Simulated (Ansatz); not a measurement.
**CdI2 (CdI2 type): G0W0 against its settings**

CdI2, CdI2 type, relaxed with r2SCAN+rVV10; one-shot G0W0 in Ansatz without spin-orbit coupling. (Simulation; spin polarisation is off.)

```
Cd I
1.0
     4.24701    0.00000    0.00000
    -2.12350    3.67802    0.00000
     0.00000    0.00000    6.89503
Cd I
1 2
Direct
  0.00000 0.00000 0.00000
  0.33333 0.66667 0.24939
  0.66667 0.33333 0.75061
```

Gaps are read over the mesh points alone. G0W0 values are finite-basis, finite-mesh values.
```csv
start,potentials,frequency model,mesh,empty bands,screening cutoff (eV),Kohn-Sham gap (eV),G0W0 gap (eV),rough cost
PBE,PAW,contour deformation,6×6×2,174,80,2.37,3.50,110 core-seconds
PBE,PAW,contour deformation,6×6×2,405,140,2.37,3.56,10 core-minutes
PBE,PAW,contour deformation,6×6×2,744,210,2.37,3.59,50 core-minutes
HSE06,PAW,contour deformation,6×6×2,405,140,3.34,4.07,18 core-minutes
```

Over the mesh points the PBE gap of 2.37 eV becomes a quasiparticle gap of 3.59 eV (A to L), a change of +1.22 eV. Renormalisation factors Z lie between 0.75 and 0.81.

Raising bands and cutoff together moves the gap by +0.06 eV (80 to 140 eV), then +0.03 eV (140 to 210 eV); the last step is small, which bounds nothing strictly. Starting from HSE06 (3.34 eV against PBE's 2.37 eV) gives 4.07 eV, +0.51 eV from G0W0@PBE at the same screening cutoff.

With a shallow d shell on the cation, G0W0 converges slowly in bands and cutoff, so these values are in doubt.
